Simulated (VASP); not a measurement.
Write the native input for VASP 6.6.1 that does the following.

```
Task                   : relaxation of cell and atoms
Functional             : PBE
Potentials or basis    : VASP PAW PBE potentials, release 64 (Na_pv)
Cutoff                 : 520 eV
k mesh                 : 14 × 14 × 14
Occupations            : gaussian, width 0.1 eV
Spin                   : no spin polarisation
Further INCAR settings : ALGO = Normal; EDIFF = 1e-06; IBRION = 2; EDIFFG = -0.01; NSW = 90; ISIF = 3
```

The structure of Na lies in POSCAR:

```
Na
1.0
   -2.1410000000      2.1410000000      2.1410000000
    2.1410000000     -2.1410000000      2.1410000000
    2.1410000000      2.1410000000     -2.1410000000
Na
1
Direct
    0.0000000000      0.0000000000      0.0000000000
```

These files were run (other wordings do the same):

INCAR

```
SYSTEM = Na
PREC = Accurate
ENCUT = 520
EDIFF = 1E-6
ISMEAR = 0
SIGMA = 0.1
LREAL = .False.
LASPH = .True.
NELM = 120
ALGO = Normal
ISIF = 3
LWAVE = .False.
LCHARG = .False.
GGA = PE
IBRION = 2
NSW = 90
EDIFFG = -0.01
```

KPOINTS

```
Automatic mesh
0
Gamma
  14 14 14
  0 0 0
```

Potentials or basis: VASP PAW PBE potentials, release 64 (Na_pv).

Run with:

```bash
$ cat potpaw_PBE.64/Na_pv/POTCAR > POTCAR
$ mpirun -np 1 vasp_std > vasp.out
```

Results of the run:

- Relaxed volume: 37.03 Å³/atom
- Relaxed cell: a = 3.637 Å, b = 3.637 Å, c = 3.637 Å, α = 109.47°, β = 109.47°, γ = 109.47°
- Space group after relaxing (to 0.05 Å): Im-3m (No. 229)
- Energy gained by relaxing: 3.1 meV/atom
- Ionic steps: 3
- Pressure after relaxing: 0.0 GPa
- Band gap on the k mesh: none (metal or under the smearing width)

Run time: 20 s on 1 thread of Intel(R) Xeon(R) Platinum 8488C (Sapphire Rapids) (shared host), peak memory 0.15 GiB.
